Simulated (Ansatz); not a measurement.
# NaF: band gap under strain

How does strain move the band edges of rocksalt NaF, and do the functionals agree on it? States: +2.5 % shear in the xy plane; -2.0 % biaxial strain in x and y, free along z; +4.0 % strain along x alone.

Code: Ansatz 0.2.0. PAW datasets, plane waves. (Simulation; spin polarisation is off.)

**1. Starting point**

The unstrained cell was relaxed with r2SCAN; in each strained cell the atoms were relaxed again with r2SCAN. Names of k-points are those of the unstrained zone, where strain can split equivalent points. First state: +2.5 % shear in the xy plane.

Space group Immm (No. 71), orthorhombic; conventional cell a = 3.208 Å, b = 3.289 Å, c = 4.594 Å, 12.12 Å³ an atom. Around Na lie 6 F at 2.30 Å; around F lie 6 Na at 2.30 Å.

The structure in full:

```xyz
2
Lattice="0.0287 2.2972 2.2972 2.2972 0.0287 2.2972 2.3259 2.3259 0.0000" Properties=species:S:1:pos:R:3 pbc="T T T"
Na    0.0000    0.0000    0.0000
F     2.3259    2.3259    2.2972
```

From earlier runs on the unstrained cell: PBE 6.46 eV, r2SCAN 7.28 eV, HSE06 8.64 eV, G0W0 10.62 eV (on its mesh); a = 4.594 Å.

**2. +2.5 % shear in the xy plane: PBE**

Contents of input.yaml:

```yaml
crystal:
  lattice:
    - [0.0287146011, 2.2971680842, 2.2971680842]
    - [2.2971680842, 0.0287146011, 2.2971680842]
    - [2.3258826852, 2.3258826852, -1.0e-10]
  atoms:
    - { symbol: Na, position: [0.0, 0.0, 0.0] }
    - { symbol: F, position: [0.5, 0.5, 0.5] }
kpoints:
  mp_grid: { grid: [10, 10, 10] }
  band_path:
    path:
      - [0.0, 0.0, 0.0]
      - [0.5, 0.0, 0.5]
      - [0.625, 0.25, 0.625]
      - [0.375, 0.375, 0.75]
      - [0.5, 0.5, 0.5]
      - [0.5, 0.25, 0.75]
    npoints: 1
hamiltonian:
  xc: pbe
scf:
  occupations: { method: fermi_dirac, width: 0.02 }
  n_extra_bands: 4
output:
  forces: true
  stress: true
  eigenvalues: true
```

Started as:

```
$ ansatz run input.yaml --threads 2 --pin off --max-ram 2211MiB --backend cpu --events-out ev --progress --plain --runs-dir out
```

Further steps of the session: +2.5 % shear in the xy plane: r2SCAN; +2.5 % shear in the xy plane: HSE06; +2.5 % shear in the xy plane: G0W0@PBE; -2.0 % biaxial strain in x and y, free along z: PBE; -2.0 % biaxial strain in x and y, free along z: r2SCAN; -2.0 % biaxial strain in x and y, free along z: HSE06; -2.0 % biaxial strain in x and y, free along z: G0W0@PBE; +4.0 % strain along x alone: PBE; +4.0 % strain along x alone: r2SCAN; +4.0 % strain along x alone: HSE06; +4.0 % strain along x alone: G0W0@PBE.

Before running it: what results should come out?

The runs gave:

Least gap in eV (negative: overlap), with the change from the unstrained cell in brackets. G0W0 is on its own coarse mesh.

| state | volume change (%) | PBE | r2SCAN | HSE06 | G0W0 |
| --- | --- | --- | --- | --- | --- |
| +2.5 % shear in the xy plane | -0.0 | 6.42 (-0.04) | 7.24 (-0.04) | 8.60 (-0.04) | 10.57 (-0.05) |
| -2.0 % biaxial strain in x and y, free along z | -3.2 | 6.64 (+0.18) | 7.47 (+0.19) | 8.84 (+0.20) | 10.84 (+0.22) |
| +4.0 % strain along x alone | +4.0 | 6.24 (-0.22) | 7.06 (-0.22) | 8.39 (-0.25) | 10.35 (-0.27) |

What this shows: With HSE06, of the states in the table +4.0 % strain along x alone shifts the gap most, by -0.245 eV. PBE and HSE06 differ by 2.18 eV on the unstrained gap, and by at most 0.03 eV on its change: the two disagree on the size of the gap but agree on its response to strain. The G0W0 figures hold for the stated bands, cutoff and mesh and aren't extrapolated.
